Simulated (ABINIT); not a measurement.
**GaN: single point with PBE**

**What was measured.**

“Studying electronic properties in GaN without electrical contacts using γ-γ vs e−-γ Perturbed Angular Correlations”, 2019, pmc:6823545 quotes, for a bulk crystal of GaN: band gap 3.503 ± 0.005 eV (direct).

The system is GaN.

```
Ga N
1.0
     3.18000    0.00000    0.00000
    -1.59000    2.75396    0.00000
     0.00000    0.00000    5.16600
Ga N
2 2
Cartesian
  1.5900 0.9180 2.5830
  0.0000 1.8360 0.0000
  1.5900 0.9180 4.5203
  0.0000 1.8360 1.9373
```

* Program: ABINIT 10.8.3 (patched build)
* Task: single point
* Functional: PBE
* Potentials or basis: PseudoDojo NC SR PBE v0.4.1 standard
* Cutoff: 1143 eV
* k mesh: 8 × 8 × 4
* Occupations: fermi-dirac, width 0.05 eV
* Spin: no spin polarisation

| Item | Value |
| --- | --- |
| Pressure | 7.5 GPa |
| Largest force | 0.137 eV/Å |
| Band gap on the k mesh | 2.01 eV, direct |
| Valence electrons inside the program's atomic spheres | Ga 10.90; N 5.26 |

Forces on the atoms (eV/Å):
```
Ga   0.000  0.000 -0.137
Ga   0.000  0.000 -0.137
N    0.000  0.000  0.137
N    0.000  0.000  0.137
```

Stress tensor (GPa, compression positive):
```
6.77 0.00 0.00
0.00 6.77 0.00
0.00 0.00 8.89
```

Levels at points of the mesh, in eV from the valence-band top:
| k point | band 15 | band 16 | band 17 | band 18 | band 19 | band 20 | band 21 | band 22 |
| --- | --- | --- | --- | --- | --- | --- | --- | --- |
| (0.00, 0.00, 0.00) | -1.06 | -0.06 | 0.00 | 0.00 | 2.01 | 4.34 | 9.27 | 9.97 |
| (0.50, 0.00, 0.00) | -4.26 | -2.77 | -2.25 | -0.98 | 5.11 | 5.64 | 6.10 | 8.68 |
| (0.00, 0.00, 0.50) | -0.54 | -0.54 | -0.54 | -0.54 | 4.33 | 4.33 | 8.57 | 8.57 |
| (0.50, 0.00, 0.50) | -1.95 | -1.95 | -1.92 | -1.92 | 4.46 | 4.46 | 7.87 | 7.87 |

Run time: 100 s on 1 thread of Arm Neoverse V1 (shared host), peak memory 0.11 GiB.

Measured gap of GaN: 3.503 eV (direct; quoted in “Studying electronic properties in GaN without electrical contacts using γ-γ vs e−-γ Perturbed Angular Correlations”, 2019, pmc:6823545). This calculation gives 2.01 eV (-1.50 eV). Spin-orbit coupling on Ga is left out. The value is that of PBE, without temperature or zero-point motion. Semilocal functionals fall short of measured gaps as a rule.
